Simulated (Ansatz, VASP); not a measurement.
InP: VASP beside Ansatz

```xyz
2
Lattice="0.0000 2.8550 2.8550 2.8550 0.0000 2.8550 2.8550 2.8550 0.0000" Properties=species:S:1:pos:R:3 pbc="T T T"
In    0.0000    0.0000    0.0000
P     2.8550    2.8550    2.8550
```

Measurements of this composition are mostly on another form, of space group No. 216.

Alike in both runs: task relaxation of cell and atoms; functional PBE; k mesh 6 × 6 × 6; occupations gaussian, width 0.1 eV; no spin polarisation.

```csv
,VASP,Ansatz
version,VASP 6.6.1,Ansatz 0.2.0
potentials or method,"VASP PAW PBE potentials, release 64 (In_d, P)","scalar-relativistic, plane waves, PAW"
plane-wave cutoff (eV),600,420
valence electrons in the cell,18,18
```

|  | VASP | Ansatz | Ansatz less VASP |
| --- | --- | --- | --- |
| gap on the k mesh at the Fermi level, each at its own relaxed structure (eV) | none | none | - |
| relaxed volume (Å³/atom) | 21.30 | 21.31 | +0.008 |
| relaxed cell length with the largest relative difference (Å) | 3.920 | 3.921 | +0.0005 |
| energy change over the relaxation (meV/atom) | -35 | -35 | -0.2 |

A gap of «none» marks a metal or a gap that the smearing closes.
